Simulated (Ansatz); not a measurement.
# BAs (F-43m) in Ansatz: a series of runs, part 2 of 2

Ansatz 0.2.0. Earlier steps stand in the parts before.

### Step 5. Single point, HSE06 form with a typed share of exact exchange

Contents of input:

```
crystal:
  lattice:
    - [0.0, 2.3885, 2.3885]
    - [2.3885, 0.0, 2.3885]
    - [2.3885, 2.3885, 0.0]
  atoms:
    - { symbol: As, position: [0.75, 0.75, 0.75] }
    - { symbol: B, position: [0.0, 0.0, 0.0] }
hamiltonian:
  xc: { exchange: pbe, correlation: pbe, exx: { coeff: 0.25, omega: 0.3 } }
  pseudopotentials: { kind: paw }
kpoints:
  mp_grid: { grid: [5, 5, 5] }
scf:
  occupations: { method: fermi_dirac, width: 0.05 }
output:
  forces: true
  stress: true
  eigenvalues: true
  write_density: true
  write_potential: true
  elf: true
  volumetric_format: npy
```

Potentials or basis: Ansatz PAW.

Standard output:

```text
Warning: output.stress: scf.convergence.dr2_threshold = 1e-7 eV (the SCF's general default) is looser than the 2e-10 eV advised for a printed stress (1e-10 eV for each atom of the cell: 2). What an SCF threshold leaves in a stress goes as its square root, and in the free energy as the threshold itself, and one threshold admits the most on a small cell: of the crystals measured, under no hybrid functional and no lock of the moments, on runs that ended without the residual-converged pass, on stresses that held no estimate of that error, the worst erred by over 100 MPa in a component at 1e-7 eV an atom and by under 5 at 1e-10. Set scf.convergence.dr2_threshold to 2e-10 eV or tighter. The threshold is an SCF's pass mark: one that does not reach it within its budget of iterations ends unconverged, or closes short of it on a stop that the run arms, and scf.convergence.dr2_threshold's page says what that costs each kind of run
Warning: output.stress: scf.exx.energy_threshold = 1e-6 eV is looser than the 2e-8 eV advised for a stress under a hybrid functional (1e-8 eV for each atom of the cell: 2). Every SCF of the exchange loop can meet its threshold on dr2 while the loop round them stops early: no threshold on dr2 bounds what that leaves in the stress. Set scf.exx.energy_threshold to 2e-8 eV or tighter. The threshold is the loop's pass mark: a loop that does not reach it within its budget of cycles ends unconverged, and scf.exx.energy_threshold's page has the law
GPUs: using 1 of 1 available (devices: 1).
Engine: ansatz 0.2.0, x86_64-unknown-linux-gnu
Pseudopotentials: kind: paw
Pseudopotential: As, paw, valence charge 15, recommended cutoff 420 eV (normal), As.paw.azcp
Pseudopotential: B, paw, valence charge 3, recommended cutoff 420 eV (normal), B.paw.azcp
Functional definition: unnamed
  parameter a_1 = 0.25
  parameter omega_1 = 0.3/angstrom
  exchange = pbe_x + (-a_1)*pbe_x_sr(omega_1) + a_1*exact_x_sr(omega_1)
  correlation = pbe_c
device memory: the entry about to start is reckoned to put 0.4 GiB on a device that reports 55.7 GiB free (of which the cap on the GPU budget leaves the run 18.0 GiB)
GPU FFT provider: cuFFT
GPU libraries: cuBLAS 13.8.2, cuFFT 12.4.0, cuSOLVER 12.3.4
Crystal: 2 atoms, lattice volume = 27.252 Å³
Basis set: ecut = 420 eV, 531 PW (Γ), exchange–correlation on 48×48×48 points (8 copies of the dense FFT grid, shifted against one another)
Bands: 13, of which v1, the nominal top of the filled ones, is band 9 counted from 1 (8 counted from 0)
Symmetry: 24 space group operations
Space group: F-43m (ITA 216), of the structure as read, at distance tolerance 3.0e-5 Å
k-points: 10 of 125 (time reversal used)
Non-local potential: As, projectors of the file, l = 0: 2, l = 1: 2, l = 2: 3, l = 3: 1
Non-local potential: B, projectors of the file, l = 0: 2, l = 1: 2, l = 2: 1
PAW form: soft (Blöchl's): semilocal exchange-correlation on the pseudo side does not see the compensation charge
PAW frozen core: As, regenerated for the run's functional, and the local potential with it (the file was generated under x = pbe(κ = 0.804, μ = 0.2195149727645171), c = pbe(β = 0.06672455060314922))
PAW frozen core: B, regenerated for the run's functional, and the local potential with it (the file was generated under x = pbe(κ = 0.804, μ = 0.2195149727645171), c = pbe(β = 0.06672455060314922))
PAW one-centre angular grid: As, 590 points (default); XC on 64 Gauss nodes
PAW one-centre angular grid: B, 110 points (default); XC on 64 Gauss nodes
Initial density: superposition of atomic densities (neutral atoms: chi_scale 0, normalization atom), corrected by the library's trained network
Initial wavefunctions: pseudopotential atomic-orbital guess
GPU buffer pool allocated for 13824 grid points (all kernels)
GPU transforms: local potential and band sums: pruned to the plane-wave sphere, on 24×24×24
Functional: x = pbe(κ = 0.804, μ = 0.2195149727645171), c = pbe(β = 0.06672455060314922), warm-up for x = pbe(κ = 0.804, μ = 0.2195149727645171) + 0.25 (exact − pbe) at short range (hse, ω = 0.3 Å⁻¹), c = pbe(β = 0.06672455060314922)
SCF iter   1: F=—  HF=-5012.043280 eV  |F-HF|=—  |Δ(HF+E_count)|=         —  Δρ=1.25e-3  dr2=3.28e-4  ethr=1.77e-3  ⟨swp⟩=5.5  Hψ=523  notcnv=0
preconditioner: auto → none  [insulator: Δε(μ)=1.183 eV  Ē_g=12.417 eV  σ=0.050 eV  W_gap=1.00  n_scr=8 (ndim 8)  ℏωp=20.1 eV  f_vac=0.001  D(μ)=0.00/eV (n_scr^D=0)]
[... 13 lines left out ...]
SCF iter   1: F=—  HF=-5013.404894 eV  |F-HF|=—  |Δ(HF+E_count)|=         —  Δρ=6.42e-3  dr2=6.37e-3  ethr=3.83e-6  ⟨swp⟩=5.4  Hψ=560  notcnv=0
preconditioner: auto → none  [insulator: Δε(μ)=1.638 eV  Ē_g=13.814 eV  σ=0.050 eV  W_gap=1.00  n_scr=8 (ndim 8)  ℏωp=20.1 eV  f_vac=0.001  D(μ)=0.00/eV (n_scr^D=0)]
SCF iter   2: F=—  HF=-5013.397212 eV  |F-HF|=—  |Δ(HF+E_count)|=   7.68e-3  Δρ=2.97e-3  dr2=1.72e-3  ethr=3.83e-6  ⟨swp⟩=4.0  Hψ=451  notcnv=0
SCF iter   3: F=—  HF=-5013.396903 eV  |F-HF|=—  |Δ(HF+E_count)|=   3.09e-4  Δρ=1.29e-3  dr2=2.91e-4  ethr=3.83e-6  ⟨swp⟩=3.0  Hψ=246  notcnv=0
SCF iter   4: F=—  HF=-5013.399871 eV  |F-HF|=—  |Δ(HF+E_count)|=   2.97e-3  Δρ=1.02e-3  dr2=1.02e-4  ethr=8.45e-7  ⟨swp⟩=4.0  Hψ=394  notcnv=0
SCF iter   5: F=—  HF=-5013.399815 eV  |F-HF|=—  |Δ(HF+E_count)|=   5.58e-5  Δρ=4.41e-4  dr2=1.94e-5  ethr=5.63e-7  ⟨swp⟩=2.2  Hψ=224  notcnv=0
iter 6 solved again at ethr=4.19e-9 eV; its pass at ethr=1.03e-7 eV (dr2=7.55e-7 eV) is discarded
SCF iter   6: F=-5013.399802 eV  HF=-5013.399803 eV  |F-HF|=7.01e-7  |Δ(HF+E_count)|=   1.19e-5  Δρ=8.46e-5  dr2=1.57e-6  ethr=4.19e-9  ⟨swp⟩=3.4  Hψ=568  notcnv=0  defer=1
SCF 2 stopped early in 6 iterations: F = -5013.399802 eV  dr2 = 1.57e-6
hybrid outer 1: dexx = +3.479e-3 eV, tail = 4.48e-5 eV
GPU FFT provider: cuFFT
GPU libraries: cuBLAS 13.8.2, cuFFT 12.4.0, cuSOLVER 12.3.4
GPU buffer pool allocated for 13824 grid points (all kernels)
GPU transforms: local potential and band sums: pruned to the plane-wave sphere, on 24×24×24
Exchange kernel: α = 0.2500, screened, ω = 0.3000 Å⁻¹, Wigner–Seitz truncation, v(0) = 502.5286 eV·Å³, q-mesh 5×5×5, nearest image of the exchange supercell L = 16.89 Å, pair-density grid 15×15×15, without the augmentation charges, whose exchange is taken in its separable form by FFT convolution over the k-point mesh (sized by the pseudopotential files, 20×20×20 at the most), smooth part of the exact exchange by density-matrix convolution in up to 1020.5 MiB of GPU memory as planned if the GPU has room (build and FFT work areas not counted)
Frozen-core exchange: fock
SCF iter   1: F=—  HF=-5013.400012 eV  |F-HF|=—  |Δ(HF+E_count)|=         —  Δρ=9.14e-5  dr2=1.22e-6  ethr=1.25e-6  ⟨swp⟩=3.8  Hψ=284  notcnv=0
preconditioner: auto → none  [insulator: Δε(μ)=1.667 eV  Ē_g=13.817 eV  σ=0.050 eV  W_gap=1.00  n_scr=8 (ndim 8)  ℏωp=20.1 eV  f_vac=0.001  D(μ)=0.00/eV (n_scr^D=0)]
SCF iter   2: F=—  HF=-5013.400012 eV  |F-HF|=—  |Δ(HF+E_count)|=   1.89e-7  Δρ=9.55e-6  dr2=4.23e-8  ethr=5.98e-9  ⟨swp⟩=4.0  Hψ=361  notcnv=0
SCF iter   3: F=—  HF=-5013.400012 eV  |F-HF|=—  |Δ(HF+E_count)|=   3.74e-7  Δρ=1.01e-5  dr2=1.48e-8  ethr=5.44e-11  ⟨swp⟩=4.6  Hψ=460  notcnv=0
SCF iter   4: F=-5013.400012 eV  HF=-5013.400012 eV  |F-HF|=2.54e-10  |Δ(HF+E_count)|=   2.40e-9  Δρ=2.92e-6  dr2=1.31e-9  ethr=5.44e-11  ⟨swp⟩=3.0  Hψ=243  notcnv=0
SCF 3 converged in 4 iterations: F = -5013.400012 eV  dr2 = 1.31e-9
  Residual-converged pass: ⟨swp⟩=2.7  Hψ=240  notcnv=0  max |occ|·‖R‖ = 2.2e-6 eV (tolerance 2.4e-6 eV)  dr2=1.30e-9  dr2_onsite=2.79e-10  max |Δocc| = 2.6e-17
hybrid outer 2: dexx = +4.682e-7 eV, tail = 1.58e-8 eV, Δε = 1.99e-3 eV (about 7.35e-5 eV left of the loop's levels)
hybrid SCF converged: 2 outer / 10 inner (+2 warm-up), last move |dexx| = 4.68e-7 eV, tail = 1.58e-8 eV
Stability not checked: this state was not tested for a lower state beside it, because the functional holds exact exchange (a hybrid, or Hartree-Fock), whose exchange loop this test does not read (fock_operator; see scf.lower_state_search)
Free energy (F): -5013.400012 eV
Frozen-core exchange: fock
Harris-Foulkes:  -5013.400012 eV  (|F-HF|=2.54e-10)
Internal energy: -5013.400012 eV  (E = F + TS)
E sigma→0 (E₀):  -5013.400012 eV
Fermi energy:    11.652767 eV
--- Per-component energies (eV) ---
  E_band       = -253.752000
  E_kinetic    = 151.242506
  E_local      = -1693.792404  (includes V_loc(G=0)·N_el)
  E_nonlocal   = -658.781413
  E_hartree    = 941.080979
  E_xc         = -92.051816
  E_vxc        = -96.239334  (∫ρ·V_xc dr)
  E_exx        = -63.570445  (= α·E_x^exact, valence–valence)
  E_paw        = -1870.976557  (= ΣΔE_a)
  E_vpaw       = 288.797928  (= ΣTr[D̂ρ^β])
  E_aug_tail   = 0.000007  (compensation charges beyond the density's cutoff)
  E_ewald      = -1725.774997
  E_core_change = -0.775873  (= ΣΔE_core)
  E_smearing   = -0.000000  (= −TS)
  E_closure    = 0.000001  (closes the sum)
  Σ components = -5013.400012   (vs F -5013.400012, Δ=-9.09e-13)
--- Forces (eV/Å), atoms counted from 1 ---
  atom   1  As     0.00000000     0.00000000     0.00000000
  atom   2  B     -0.00000000     0.00000000    -0.00000000
  max |Σ_I F_I| component: 5.55e-16 eV/Å
--- Stress (GPa, compression-positive) ---
        0.019912      -0.000000      -0.000000
       -0.000000       0.019912       0.000000
        0.000000       0.000000       0.019912
  P = ⅓ Tr σ = 0.0199 GPa (0.199 kbar)
--- Band table (eV; the first three rows and the last of 10) ---
  k-point 0: bands = ["-28.3554", "-28.3554", "-28.3554", "-28.3281", "-28.3281", "-5.9900", "10.8367", "10.8367", "10.8367", "14.7797", "14.7797", "14.7797", "16.5055"]
  k-point 1: bands = ["-28.3542", "-28.3527", "-28.3527", "-28.3278", "-28.3278", "-5.2746", "6.8053", "9.9089", "9.9089", "14.7618", "15.9659", "15.9659", "19.0403"]
  k-point 2: bands = ["-28.3523", "-28.3494", "-28.3494", "-28.3264", "-28.3264", "-3.4027", "2.2075", "8.9945", "8.9945", "14.2838", "16.3981", "16.3981", "20.6653"]
  k-point 9: bands = ["-28.3536", "-28.3469", "-28.3411", "-28.3306", "-28.3250", "-1.8543", "2.4718", "4.9509", "6.3677", "15.9731", "16.9118", "17.7961", "21.6750"]
```

Wall time 7.9 s (1 × NVIDIA H100 80GB HBM3 with 2 threads of AMD EPYC 7R13 (Zen 3), shared host); peak memory 1.6 GiB.

Results:

```
Free energy            : -5013.4000 eV
Pressure               : 0.0 GPa
Band gap on the k mesh : 1.67 eV, indirect (least direct gap 3.94 eV)
```

Caveat: the k mesh is coarse (spacing up to 0.46 Å⁻¹), so the values aren't converged, least of all with exact exchange; odd divisions of the mesh miss points on the zone boundary, where band edges often lie, so the gap on the mesh can be too wide; the PAW data sets come from PBE, with cores solved anew for the run's functional, which leaves a small shift of forces and pressure; the thresholds are loose for stress. A k mesh can miss the band edges.

### Step 6. Single point, HSE06 form with a typed share of exact exchange

input, as its differences from that of step 5:

```diff
@@ -9,3 +9,3 @@
 hamiltonian:
-  xc: { exchange: pbe, correlation: pbe, exx: { coeff: 0.25, omega: 0.3 } }
+  xc: { exchange: pbe, correlation: pbe, exx: { coeff: 0.25, omega: 0.4 } }
   pseudopotentials: { kind: paw }
@@ -19,5 +19 @@
   eigenvalues: true
-  write_density: true
-  write_potential: true
-  elf: true
-  volumetric_format: npy
```

Potentials or basis: Ansatz PAW.

Run time: 9.6 s. Hardware: 1 × NVIDIA H100 80GB HBM3 with 2 threads of AMD EPYC 7R13 (Zen 3), shared host; peak memory 1.6 GiB.

It converged, with:

```yaml
Free_energy: -5013.3499 eV
Pressure: 0.4 GPa
Band_gap_on_the_k_mesh: 1.54 eV, indirect (least direct gap 3.80 eV)
```

Levels at points of the mesh, in eV from the valence-band top:
```csv
k point,band 5,band 6,band 7,band 8,band 9,band 10,band 11,band 12,band 13
"(0.00, 0.00, 0.00)",-39.04,-16.67,0.00,0.00,0.00,3.80,3.80,3.80,5.48
```

Caveat: the k mesh is coarse (spacing up to 0.46 Å⁻¹), so the values aren't converged, least of all with exact exchange; odd divisions of the mesh miss points on the zone boundary, where band edges often lie, so the gap on the mesh can be too wide; the PAW data sets come from PBE, with cores solved anew for the run's functional, which leaves a small shift of forces and pressure; the thresholds are loose for stress. A k mesh can miss the band edges.

### Step 7. Single point, HSE06 form with a typed share of exact exchange

input, as its differences from that of step 6:

```diff
@@ -9,3 +9,3 @@
 hamiltonian:
-  xc: { exchange: pbe, correlation: pbe, exx: { coeff: 0.25, omega: 0.4 } }
+  xc: { exchange: pbe, correlation: pbe, exx: { coeff: 0.25, omega: 0.6 } }
   pseudopotentials: { kind: paw }
```

It took 9.9 s on 1 × NVIDIA H100 80GB HBM3 with 2 threads of AMD EPYC 7R13 (Zen 3), shared host; peak memory 1.6 GiB.

The run converged. Its results:

```
Free energy            : -5013.2338 eV
Pressure               : 1.2 GPa
Band gap on the k mesh : 1.37 eV, indirect (least direct gap 3.60 eV)
```

Levels at points of the mesh, in eV from the valence-band top:
```csv
k point,band 7,band 8,band 9,band 10,band 11,band 12
"(0.00, 0.00, 0.00)",0.00,0.00,0.00,3.60,3.60,3.60
```

Caveat: the k mesh is coarse (spacing up to 0.46 Å⁻¹), so the values aren't converged, least of all with exact exchange; odd divisions of the mesh miss points on the zone boundary, where band edges often lie, so the gap on the mesh can be too wide; the PAW data sets come from PBE, with cores solved anew for the run's functional, which leaves a small shift of forces and pressure; the thresholds are loose for stress. A k mesh can miss the band edges.

### Step 8. The runs side by side

```csv
screening (1/Å),gap on the mesh (eV),pressure (GPa)
0.1,2.14,-0.6
0.15,1.98,-0.5
0.2,1.86,-0.3
0.3,1.67,0.0
0.4,1.54,0.4
0.6,1.37,1.2
```

Alike in all rows: task single point; level HSE06 form with a typed share of exact exchange; potentials or basis Ansatz PAW; no spin polarisation; cell as given; k mesh 5 × 5 × 5; cutoff (eV) 420; smearing fermi-dirac 0.05 eV; the mesh is coarse, so values aren't converged.

Caveats: all runs use coarse meshes; odd divisions of the mesh miss points on the zone boundary, where band edges often lie, so the gap on the mesh can be too wide; the PAW data sets come from PBE, with cores solved anew for the run's functional, which leaves a small shift of forces and pressure; the thresholds are loose for stress.

Total energies depend on the potentials used, so only differences within one code and one set of settings carry meaning.
